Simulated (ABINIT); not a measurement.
TiSi2:

```
CELL_PARAMETERS angstrom
-1.47287 1.71213 4.21208
1.47287 -1.71213 4.21208
1.47287 1.71213 -4.21208
ATOMIC_POSITIONS crystal
Ti 0.00000 0.00000 0.00000
Si 0.67008 0.67008 0.00000
Si 0.32992 0.32992 0.00000
```

The cell comes from a database or a generator and needn't be the stable form of this composition.

- Program: ABINIT 10.8.3 (patched build)
- Task: relaxation of cell and atoms
- Functional: LDA
- Potentials or basis: PseudoDojo NC SR LDA v0.4 stringent
- Cutoff: 1143 eV
- k mesh: 9 × 9 × 9
- Occupations: fermi-dirac, width 0.05 eV
- Spin: no spin polarisation

At the start: pressure -6.8 GPa; volume 14.16 Å³/atom.

Where does the relaxation end?

Over 15 steps the energy falls by 15.5 meV/atom and the volume is 13.49 Å³/atom (-4.7 %); space group Immm (No. 71, to 0.05 Å).

Step by step:
```tsv
step	energy change (eV)	largest force (eV/Å)	pressure (GPa)	volume (Å³)
1	0.0000	0.1060	-6.78	42.49
2	-0.0302	0.0857	-4.04	41.61
3	-0.0453	0.0526	0.33	40.39
4	-0.0455	0.0525	0.04	40.47
5	-0.0458	0.0480	-0.20	40.53
6	-0.0463	0.0342	-0.35	40.56
7	-0.0465	0.0189	-0.22	40.52
8	-0.0465	0.0111	-0.05	40.48
9	-0.0465	0.0071	0.04	40.46
10	-0.0465	0.0039	0.05	40.46
11	-0.0465	0.0013	0.02	40.46
12	-0.0465	0.0008	0.00	40.47
13	-0.0465	0.0007	0.00	40.47
14	-0.0465	0.0004	0.00	40.47
15	-0.0465	0.0001	0.00	40.47
```

Final structure:
```
CELL_PARAMETERS angstrom
-1.44322 1.69677 4.13158
1.44322 -1.69677 4.13158
1.44322 1.69677 -4.13158
ATOMIC_POSITIONS crystal
Ti 0.00000 0.00000 0.00000
Si 0.66857 0.66857 0.00000
Si 0.33143 0.33143 0.00000
```
